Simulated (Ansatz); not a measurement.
Input and command of a calculation in Ansatz (plane waves; scalar-relativistic PAW potentials unless the input names others):

```yaml
crystal:
  lattice:
    - [3.8417168293, 0.0, 0.0]
    - [0.0, 3.8417168293, 0.0]
    - [0.0, 0.0, 30.2988978484]
  atoms:
    - { symbol: Tl, position: [0.5, 0.5, 0.5074920769] }
    - { symbol: Tl, position: [0.0, 0.0, 0.5746796571] }
    - { symbol: Tl, position: [0.5, 0.5, 0.6418139197] }
    - { symbol: Tl, position: [0.0, 0.0, 0.7039495575] }
    - { symbol: Tl, position: [0.5, 0.5, 0.7665984002] }
basis:
  ecutwfc: "14.7 Ry"
  precision: f64
kpoints:
  mp_grid: { grid: [14, 14, 1] }
hamiltonian:
  xc: pbesol
scf:
  occupations: { method: gaussian, width: 0.1 }
  eigensolver: { kind: davidson }
output:
  forces: true
  eigenvalues: true
  stress: true
efield:
  axis: 3
  dipole_correction: true
  ramp_width: 0.04
```

```bash
ansatz run input.yaml --threads 4 --pin off --max-ram 10240MiB --backend cpu --events-out ev --progress --plain --runs-dir out
```

Abridged log:
```
Warning: basis.ecutwfc = 200.00368890 eV is below the records' recommended 420 eV, and the density's cutoff is lower with it unless basis.ecutrho_ratio is high enough to keep the records' density cutoff: compare with a run at a higher cutoff
Pseudopotentials: kind: paw
Pseudopotential: Tl, paw, valence charge 13, recommended cutoff 420 eV (normal)
Functional definition: PBEsol
Crystal: 5 atoms, lattice volume = 447.175 Å³
Basis set: ecut = 200.00368890 eV, 2897 PW (Γ), exchange–correlation on 36×36×288 points (8 copies of the dense FFT grid, shifted against one another)
Bands: 39, of which v1, the nominal top of the filled ones, is band 33 counted from 1 (32 counted from 0)
Symmetry: 8 space group operations
Space group: P4mm (ITA 99), of the structure as read, at distance tolerance 7.6e-5 Å
k-points: 36 of 196
Initial density: superposition of atomic densities (neutral atoms: chi_scale 0, normalization atom), corrected by the library's trained network
Initial wavefunctions: pseudopotential atomic-orbital guess
Functional: x = pbesol(κ = 0.804, μ = 0.12345679), c = pbesol(β = 0.046)
SCF iter   1: F=—  HF=-56456.063902 eV  |F-HF|=—  |Δ(HF+E_count)|=         —  Δρ=3.82e-2  dr2=4.03e0  ethr=1.77e-3  p=-0.005 e·Å  D=-2.22e-3 V/Å  ΔV_dip=0.07 eV  dr2_dipole=6.82e-4  V_vac-E_F(+/−)=3.46/3.40 eV  ⟨swp⟩=11.8  Hψ=6698  notcnv=2
efield: sawtooth ramp at fractional position 0.1170 (placed from the atoms, in the widest stretch of the axis that holds none; the zero of the levels goes with the place), width 0.0400; the density the first Hamiltonian is built on has a dipole p = -0.005 e·Å; the dipole correction subtracts the counter field D = -2.22e-3 V/Å, which shifts the + side's vacuum level by +0.07 eV against the − side's; the planar-averaged density in the ramp window peaks in size at 5.9e-6 e/Å³
SCF iter   2: F=—  HF=-56454.764452 eV  |F-HF|=—  |Δ(HF+E_count)|=    1.30e0  Δρ=2.15e-2  dr2=2.05e0  ethr=1.77e-3  p=-0.006 e·Å  D=-2.52e-3 V/Å  ΔV_dip=0.08 eV  dr2_dipole=2.17e-4  V_vac-E_F(+/−)=3.77/3.69 eV  ⟨swp⟩=5.4  Hψ=4728  notcnv=0  defer=15
SCF iter   3: F=—  HF=-56453.812789 eV  |F-HF|=—  |Δ(HF+E_count)|=   9.52e-1  Δρ=1.55e-3  dr2=9.87e-3  ethr=1.47e-5  p=-0.005 e·Å  D=-2.14e-3 V/Å  ΔV_dip=0.06 eV  dr2_dipole=3.36e-4  V_vac-E_F(+/−)=3.63/3.57 eV  ⟨swp⟩=3.8  Hψ=7203  notcnv=0  defer=4
SCF iter   4: F=—  HF=-56453.812818 eV  |F-HF|=—  |Δ(HF+E_count)|=   2.84e-5  Δρ=5.61e-4  dr2=2.43e-3  ethr=1.47e-5  p=-0.005 e·Å  D=-2.22e-3 V/Å  ΔV_dip=0.07 eV  dr2_dipole=4.52e-6  V_vac-E_F(+/−)=3.63/3.56 eV  ⟨swp⟩=4.3  Hψ=3781  notcnv=0  defer=4
SCF iter   5: F=—  HF=-56453.812168 eV  |F-HF|=—  |Δ(HF+E_count)|=   6.50e-4  Δρ=1.06e-4  dr2=1.12e-4  ethr=3.74e-6  p=-0.005 e·Å  D=-2.17e-3 V/Å  ΔV_dip=0.07 eV  dr2_dipole=1.66e-5  V_vac-E_F(+/−)=3.62/3.56 eV  ⟨swp⟩=4.0  Hψ=3568  notcnv=0  defer=3
SCF iter   6: F=—  HF=-56453.812148 eV  |F-HF|=—  |Δ(HF+E_count)|=   2.00e-5  Δρ=2.60e-5  dr2=1.76e-5  ethr=1.73e-7  p=-0.005 e·Å  D=-2.20e-3 V/Å  ΔV_dip=0.07 eV  dr2_dipole=2.15e-6  V_vac-E_F(+/−)=3.62/3.55 eV  ⟨swp⟩=3.9  Hψ=2886  notcnv=0  defer=2
SCF iter   7: F=—  HF=-56453.811304 eV  |F-HF|=—  |Δ(HF+E_count)|=   8.44e-4  Δρ=9.72e-6  dr2=8.31e-7  ethr=2.71e-8  p=-0.005 e·Å  D=-2.21e-3 V/Å  ΔV_dip=0.07 eV  dr2_dipole=1.13e-7  V_vac-E_F(+/−)=3.62/3.55 eV  ⟨swp⟩=4.1  Hψ=3419  notcnv=0  defer=2
SCF iter   8: F=—  HF=-56453.811314 eV  |F-HF|=—  |Δ(HF+E_count)|=   9.91e-6  Δρ=3.01e-6  dr2=1.28e-7  ethr=1.28e-9  p=-0.005 e·Å  D=-2.21e-3 V/Å  ΔV_dip=0.07 eV  dr2_dipole=1.93e-8  V_vac-E_F(+/−)=3.62/3.55 eV  ⟨swp⟩=4.5  Hψ=3947  notcnv=0  defer=2
SCF iter   9: F=-56453.811314 eV  HF=-56453.811314 eV  |F-HF|=7.34e-9  |Δ(HF+E_count)|=   1.70e-7  Δρ=1.15e-6  dr2=1.38e-8  ethr=1.97e-10  p=-0.005 e·Å  D=-2.22e-3 V/Å  ΔV_dip=0.07 eV  dr2_dipole=2.82e-9  V_vac-E_F(+/−)=3.62/3.55 eV  ⟨swp⟩=3.8  Hψ=3710  notcnv=0  defer=2
the search or the solves at the SCF's close seem to have found levels that the self-consistency loop had missed (the run counts 1). By its estimate they hold under 1e-12 electrons; where the run keeps them, the occupations were computed again with them
WARN: efield: at this solve's end the planar-averaged density reaches 1.54e-5 e/Å³ inside the ramp window [0.0840, 0.1900] (bound 1e-5 e/Å³), and 1.18e-5 e/Å³ on another of its planes; the window's nearer edge stands 9.62 Å from this solve's nearest atom along the axis. Its work functions, free energy, forces, stress, dipole, levels and responses can be off, and this figure does not tell by how much. A short vacuum, a low `basis.ecutwfc` or `basis.ecutrho_ratio` and negative occupations (`scf.occupations.method`) can put density there. See the manual's quickstart, § The vacuum guard
SCF 1 converged in 9 iterations: F = -56453.811314 eV  dr2 = 1.38e-8
  Residual-converged pass: ⟨swp⟩=3.2  Hψ=2834  notcnv=0  max |occ|·‖R‖ = 6.6e-6 eV (tolerance 6.7e-6 eV) dr2=1.38e-8  dr2_onsite=5.73e-10  max |Δocc| = 9.0e-9
SCF converged after 9 iterations
Free energy (F): -56453.811314 eV
Harris-Foulkes:  -56453.811314 eV  (|F-HF|=7.34e-9)
Internal energy: -56453.790672 eV  (E = F + TS)
E sigma→0 (E₀):  -56453.800993 eV
Entropy (-TS):   -0.020642 eV (-4.128 meV/atom)
Fermi energy:    0.929701 eV
Dipole field:    D = -0.002266 V/Å  (p = -0.005599 e·Å, saw-weighted, corrected)
Work function:   Φ+ = 3.6176 eV   Φ− = 3.5499 eV
Levels:          The Fermi level and band energies are counted from a zero that moves with the ramp; work functions are not
Vacuum region:   at the solve's end the planar-averaged density reaches 1.54e-5 e/Å³ inside the ramp window [0.0840, 0.1900] (bound 1e-5 e/Å³), and 1.18e-5 e/Å³ on another of its planes
--- Forces (eV/Å), atoms counted from 1 ---
  atom   1  Tl     0.00000000     0.00000000     0.14693276
  atom   2  Tl     0.00000000     0.00000000     0.07495665
  atom   3  Tl     0.00000000     0.00000000    -0.30485610
  atom   4  Tl     0.00000000     0.00000000    -0.06042212
  atom   5  Tl     0.00000000     0.00000000     0.14343002
--- Stress (GPa, compression-positive) ---
       -0.158526       0.000000       0.000000
        0.000000      -0.158526       0.000000
        0.000000       0.000000      -0.147569
  P = ⅓ Tr σ = -0.1549 GPa (-1.549 kbar)
```

Apart from outputs and empty bands, the input differs from a reference run on usual settings in kpoints.mp_grid.grid: [9, 9, 1] → [14, 14, 1]; basis.ecutwfc: 420 → "14.7 Ry"; scf.eigensolver.kind: not typed → "davidson"; basis.precision: not typed → "f64". The reference, at the same geometry (not necessarily relaxed), gave pressure -0.57 GPa (averaged over a cell that holds vacuum), largest force 0.364 eV/Å, no gap on the mesh. This run converged in 9 SCF iterations (reference: 8) with an energy at zero smearing 4.7 eV/atom above the reference's, pressure -0.15 GPa (averaged over a cell that holds vacuum), largest force 0.305 eV/Å, no gap on the mesh. Its cutoff is looser than usual, and the result moved.

Time: 4.6 s on 4 threads of Intel(R) Xeon(R) 6975P-C (Granite Rapids) (shared host), peak memory 0.48 GiB.